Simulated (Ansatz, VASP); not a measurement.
**One calculation of Au, two programs**

```
Au
1.0
     2.60606    0.00000    0.00000
    -1.30303    2.25691    0.00000
     0.00000    0.00000    8.56848
Au
4
Direct
  0.00000 0.00000 0.00000
  0.00000 0.00000 0.50000
  0.33333 0.66667 0.25000
  0.66667 0.33333 0.75000
```

Change from the starting cell: volume scaled by 0.7, LAPW.

Alike in both runs: task single point; functional PBE; k mesh 12 × 12 × 4; occupations fermi-dirac, width 0.1 eV; no spin polarisation.

```csv
,VASP,Ansatz
version,VASP 6.6.1,Ansatz 0.2.0
potentials or method,"VASP PAW PBE potentials, release 64 (Au), cutoff 520 eV","all-electron LAPW, scalar-relativistic"
```

Ansatz gave:

| Item | Value |
| --- | --- |
| pressure (GPa) | 137.1 |

Q: Which values does VASP return?

A: Pressure (GPa): 136.9.

Ansatz ran all-electron here, so the differences hold the error of VASP's frozen core and of both bases.

Caveats: the cell as given lies far from equilibrium; so large a pressure means that the cell lies far from this level's equilibrium, or that cutoff or potentials fall short (VASP). The runs have no spin-orbit coupling, so splittings on Au are missing.
